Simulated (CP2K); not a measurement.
TaS2:

```xyz
3
Lattice="3.3500 0.0000 0.0000 -1.6750 2.9012 0.0000 0.0000 0.0000 5.8600" Properties=species:S:1:pos:R:3 pbc="T T T"
Ta    0.0000    0.0000    0.0000
S     1.6750    0.9671    4.3950
S     0.0000    1.9341    1.4650
```

Base run:

| Item | Value |
| --- | --- |
| Program | CP2K 2026.2 |
| Functional | PBE |
| Potentials or basis | GTH_POTENTIALS Ta GTH-PBE-q13, S GTH-PBE-q6; DZVP-MOLOPT-SR-GTH basis |
| Density cutoff | 6123 eV |
| k mesh | 9 × 9 × 5 |
| Occupations | fermi-dirac, width 0.05 eV |
| Spin | no spin polarisation |

Its results: band gap on the k mesh none (metal or under the smearing width); pressure 7.4 GPa; largest force 1.077 eV/Å.

The run is repeated on the same cell with these changes: functional from PBE to PBEsol. What comes out?

Band gap on the k mesh none (metal or under the smearing width); pressure 3.8 GPa; largest force 0.979 eV/Å.

PBEsol binds more tightly than PBE, so the same cell stands under less pressure.

Caveats: spin-orbit coupling is left out, which moves the levels of the heavy elements; this functional lacks dispersion, which binds the layers, so the pressure and a relaxed spacing across them are unreliable; the basis of atomic orbitals isn't converged, which shifts pressures, moduli and gaps; forces of over 1 eV/Å show positions far from the minimum, so gaps and moduli don't describe the material at rest (some runs); the potentials were made for another functional, which shifts forces and pressure (some runs).
